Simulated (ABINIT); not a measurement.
Runs of ABINIT 10.8.3 (patched build) on ZrB2. It takes space group P6/mmm (No. 191, hexagonal). Conventional cell: a = 3.170 Å, b = 3.170 Å, c = 3.533 Å, α = 90.00°, β = 90.00°, γ = 120.00°. Zr (site symmetry 6/mmm) has 12 B at 2.54 Å as nearest neighbours. Around B (site symmetry -6m2) lie 3 B at 1.83 Å. 

```csv
task,level,potentials or basis,cell,k mesh,cutoff (eV),cell freedom (optcell),cutoff smearing ecutsm (Ha),optimiser (ionmov),force stop (Ha/bohr),fine-grid cutoff,mesh quality,gap on the mesh (eV),pressure (GPa),V0 of scaled cells (Å³/atom),B0 (GPa)
relaxation of cell and atoms,LDA,JTH PAW LDA v2.0,relaxed to 1 GPa,10 × 10 × 8,463,2,0.5,2,0.0001,925.187 eV,not flagged,none,1.0,-,-
equation of state,HCTH407,JTH PAW PBE v2.0,as given,10 × 10 × 8,463,-,-,-,-,925.187 eV,not flagged,-,-,9.95,249
equation of state,RPBE,JTH PAW PBE v2.0,as given,10 × 10 × 8,463,-,-,-,-,925.187 eV,not flagged,-,-,(c),230
band structure,revPBE,JTH PAW PBE v2.0,as given,10 × 10 × 8,463,-,-,-,-,925.187 eV,not flagged,none,3.3,-,-
equation of state,LDA-PZ,JTH PAW LDA v2.0,as given,10 × 10 × 8,463,-,-,-,-,925.187 eV,not flagged,-,-,9.90,(b)
equation of state,PBEsol,JTH PAW PBE v2.0,as given,10 × 10 × 8,327,-,-,-,-,653.073 eV,not flagged,-,-,10.10,(d)
band structure,BP86,JTH PAW PBE v2.0,as given,10 × 10 × 8,463,-,-,-,-,925.187 eV,not flagged,none,(a),-,-
single point,PBEsol,JTH PAW PBE v2.0,as given,6 × 6 × 5,463,-,-,-,-,925.187 eV,coarse,none,-3.9,-,-
```

Alike in all rows: no spin polarisation; smearing fermi-dirac 0.05 eV.

Question: Estimate the missing entries.

Answer: (a) 1.8; (b) 262; (c) 10.44; (d) 252.

Caveats: some runs use coarse meshes; the PAW data sets were made with another functional, which shifts forces and pressure a little (some runs); the atomic spheres overlap (some runs); pressures at fixed basis lie under the slope of the energies (some runs); the cell was scaled at fixed shape and fractional positions, which overstates the stiffness of a crystal with free parameters, most of all of layers and chains (some runs).

A k mesh can miss the band edges, and the runs leave out spin-orbit coupling on Zr.

A gap of «none» marks a metal or a gap under the smearing width.
